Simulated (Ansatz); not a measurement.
## NaBr, response to strain

Base system: NaBr in the rock salt structure (space group Fm-3m, No. 225; a = 6.036 Å). Axes: x, y, z lie along the cube axes.

Strains are applied to the cell and any free atomic positions relax; under biaxial strain the out-of-plane vector relaxes too.

All numbers come from Kohn–Sham DFT with the PBE functional, run in Ansatz (a program for electronic structure) with PAW and 420 eV plane waves, no spin-orbit coupling.

Candidates:
(a) tensor shear ε_xz = −3.73 %
(b) biaxial strain +4.73 %, plane normal [001], relaxed out of plane
(c) uniaxial strain ε_xx = +1.05 %
(d) biaxial strain +1.59 %, plane normal [110], relaxed out of plane
(e) biaxial strain +3.71 %, plane normal [111], relaxed out of plane

Notes on the quantities. energy relative to the base: free energy F.

Question: Order them by energy relative to the base, highest first.

Answer: (b) biaxial strain +4.73 %, plane normal [001], relaxed out of plane (+13 meV/atom), (e) biaxial strain +3.71 %, plane normal [111], relaxed out of plane (+7.6 meV/atom), (a) tensor shear ε_xz = −3.73 % (+4.6 meV/atom), (d) biaxial strain +1.59 %, plane normal [110], relaxed out of plane (+1.6 meV/atom), (c) uniaxial strain ε_xx = +1.05 % (+0.3 meV/atom)

A biaxial case was relaxed in a doubled cell and then solved in the primitive one. No phonon test of stability was made.
